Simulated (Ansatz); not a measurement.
## ZnS under strain

All numbers below come from DFT PBE, scalar-relativistic, plane waves, PAW in Ansatz 0.2.0. Run with 420 eV cutoff, 8×8×6 k-mesh, Gaussian smearing of 0.02 eV, no spin polarisation.

Reference structure (relaxed):

```
CELL_PARAMETERS angstrom
2.72115 2.72115 0.00000
-2.72115 2.72115 0.00000
0.00000 0.00000 5.44231
ATOMIC_POSITIONS crystal
Zn 0.00000 0.00000 0.00000
Zn 0.50000 0.50000 0.50000
S 0.50000 0.00000 0.75000
S 0.00000 0.50000 0.25000
```

Deformation: uniaxial strain along c, with the lengths of a and b and the atoms relaxed and the angles held, all within the symmetry that the strain leaves. Energies are extrapolated to zero smearing. Stress is positive in compression, on the Cartesian axes of the cell above. Gaps are Kohn–Sham gaps over the whole zone.

Strains computed: -3.0, -2.0, -1.0, +1.0, +2.0, +3.0 %.

At which strain does the energy stand 3.2 meV/atom over the relaxed crystal with σxx = 0.00, σyy = 0.00, σzz = -1.77 GPa?

+3.0 %. The gap there is 1.92 eV against 2.02 unstrained.